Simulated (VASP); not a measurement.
# MgS: molecular dynamics with a thermostat

MgS, Fm-3m (no. 225), 8 atoms in the cell. PBE, molecular dynamics; PAW potentials S, Mg (PBE set).

Ensemble: Nose-Hoover chain; Target temperature (K): 1000.

## Input

INCAR:
```
SYSTEM = MgS
ALGO     = Normal         ! electronic algorithm
EDIFF    = 1E-6           ! SCF threshold, eV
ENCUT    = 260            ! plane-wave cutoff, eV
GGA      = PE             ! functional
IBRION   = 0              ! ionic algorithm
ISIF     = 2              ! what is computed and relaxed
ISMEAR   = 0              ! smearing method
ISYM     = 0            
KPAR     = 2            
LASPH    = .TRUE.         ! aspherical terms in the spheres
LCHARG   = .FALSE.        ! write CHGCAR
LREAL    = Auto         
LWAVE    = .FALSE.        ! write WAVECAR
MDALGO   = 4            
NELM     = 60             ! most SCF steps
NELMIN   = 4            
NHC_NCHAINS= 3            
NHC_PERIOD= 30           
NSW      = 60             ! ionic steps
POTIM    = 2.0            ! step
PREC     = Normal         ! precision mode
RANDOM_SEED= 564117 0 0   
SIGMA    = 0.05           ! smearing width, eV
TEBEG    = 1000          
```

KPOINTS:
```
k-points
0
Monkhorst-Pack
  2 2 2
```

POSCAR:
```
MgS
1.0
    5.2033000000      0.0000000000      0.0000000000
    0.0000000000      5.2033000000      0.0000000000
    0.0000000000      0.0000000000      5.2033000000
S Mg
4 4
Direct
    0.5000000000      0.0000000000      0.0000000000
    0.5000000000      0.5000000000      0.5000000000
    0.0000000000      0.0000000000      0.5000000000
    0.0000000000      0.5000000000      0.0000000000
    0.0000000000      0.0000000000      0.0000000000
    0.0000000000      0.5000000000      0.5000000000
    0.5000000000      0.0000000000      0.5000000000
    0.5000000000      0.5000000000      0.0000000000
```

Commands:
```
cat potpaw_PBE.64/S/POTCAR potpaw_PBE.64/Mg/POTCAR > POTCAR
mpirun -np 2 vasp_std > vasp.out
```

## Result

- Mean temperature (K): 642
- Standard error of the mean temperature (K): 127
- Relative fluctuation of the kinetic energy: 0.449
- Canonical value of that fluctuation: 0.309
- Rise of the mean potential energy above the start (meV/atom): 68.6
- Electronic steps per ionic step after the first: 4.1

Course of the run:

| Time (fs) | Temperature (K) | Potential energy less the first (meV/atom) |
|---|---|---|
| 2 | 1000 | 0.0 |
| 12 | 824 | 20.0 |
| 20 | 511 | 56.1 |
| 30 | 233 | 88.9 |
| 38 | 294 | 83.6 |
| 48 | 576 | 57.5 |
| 56 | 739 | 47.7 |
| 66 | 705 | 64.6 |
| 74 | 490 | 97.4 |
| 84 | 270 | 128.3 |
| 92 | 436 | 113.5 |
| 102 | 914 | 68.0 |
| 110 | 1142 | 50.1 |
| 120 | 1105 | 61.4 |

REPORT:
```
MDALGO =   4
           NHC_NCHAINS =   3
            NHC_PERIOD =    30
            NHC_NRESPA =    1
                NHC_NS =  1
               SCALING =       0
                 CNEXP =     9.000   14.000
           RANDOM_SEED =            564117                0                0

   original number of atomic DOF:         21
   number of independent constraints:      0
   number of active DOF:                  21

========================================
         MD step No.       1
========================================

  Atomic velocities initialized by STEP_tb

  >Nose-Hoover_chains
                       xs       vs(fs^-1)
   nhc_s>  -0.34857154E-10  -0.69707047E-10
   nhc_s>  -0.13889371E-03  -0.27779707E-03
   nhc_s>  -0.13888889E-03  -0.27773919E-03

  >Energies
                    E_tot             E_pot             E_kin               EPS                ES
   e_b>   -0.32891403E+02   -0.33796228E+02    0.90482527E+00    0.23935520E-04   -0.23937661E-04

  >Temperature
               T_sim     T_inst
   tmprt>   1000.000   1000.000

           RANDOM_SEED =            564117               48                0

[... steps left out ...]

========================================
         MD step No.      60
========================================

  >Nose-Hoover_chains
                       xs       vs(fs^-1)
   nhc_s>  -0.55450684E+00  -0.21853619E-02
   nhc_s>   0.16231588E+01   0.25795090E-01
   nhc_s>  -0.25632387E+00   0.34187761E-01

  >Energies
                    E_tot             E_pot             E_kin               EPS                ES
   e_b>   -0.32890782E+02   -0.33304767E+02    0.99959974E+00    0.30006313E+00   -0.88567841E+00

  >Temperature
               T_sim     T_inst
   tmprt>   1000.000   1104.743

           RANDOM_SEED =            564117               48                0
```

OSZICAR:
```
N       E                     dE             d eps       ncg     rms          rms(c)
DAV:   1     0.971749339574E+02    0.97175E+02   -0.85693E+03   168   0.718E+02
DAV:   2    -0.270955452579E+02   -0.12427E+03   -0.11525E+03   241   0.157E+02
DAV:   3    -0.353673206988E+02   -0.82718E+01   -0.82381E+01   203   0.463E+01
DAV:   4    -0.354729039151E+02   -0.10558E+00   -0.10554E+00   201   0.631E+00
DAV:   5    -0.354747705607E+02   -0.18666E-02   -0.18666E-02   198   0.781E-01    0.946E+00
DAV:   6    -0.339684153674E+02    0.15064E+01   -0.33136E+00   168   0.740E+00    0.763E+00
DAV:   7    -0.337943921306E+02    0.17402E+00   -0.94791E-01   188   0.407E+00    0.447E+00
DAV:   8    -0.337963005225E+02   -0.19084E-02   -0.49314E-02   188   0.135E+00    0.778E-01
DAV:   9    -0.337960129106E+02    0.28761E-03   -0.17761E-03   198   0.231E-01    0.129E-01
DAV:  10    -0.337962246271E+02   -0.21172E-03   -0.42151E-04   188   0.143E-01    0.254E-02
DAV:  11    -0.337962283366E+02   -0.37095E-05   -0.17937E-05   198   0.223E-02    0.735E-03
DAV:  12    -0.337962279628E+02    0.37377E-06   -0.49717E-07    94   0.394E-03
[... left out ...]
     58 T=  1153. E= -.32885655E+02 F= -.33367903E+02 E0= -.33367903E+02  EK= 0.10484E+01 SP= -.89E+00 SK= 0.32E+00
     59 T=  1133. E= -.32886104E+02 F= -.33339486E+02 E0= -.33339486E+02  EK= 0.10298E+01 SP= -.89E+00 SK= 0.31E+00
[... last step whole ...]
       N       E                     dE             d eps       ncg     rms          rms(c)
DAV:   1    -0.333047256476E+02    0.34760E-01   -0.58190E-04   254   0.188E+00    0.185E-02
DAV:   2    -0.333047667739E+02   -0.41126E-04   -0.41475E-04   178   0.108E-01    0.171E-02
DAV:   3    -0.333047668206E+02   -0.46711E-07   -0.54186E-06   192   0.152E-02    0.980E-03
DAV:   4    -0.333047665263E+02    0.29436E-06   -0.40839E-07   144   0.416E-03
     60 T=  1105. E= -.32886488E+02 F= -.33304767E+02 E0= -.33304767E+02  EK= 0.10039E+01 SP= -.89E+00 SK= 0.30E+00
```

Limits: 120 fs of 8 atoms are too short for converged averages; the cell is only 5.2 Å across, so each atom moves in step with near copies of itself.

VASP 6.6.1 took 180 s on 2 cores (AMD EPYC 7R43 (Zen 3)), a shared host.
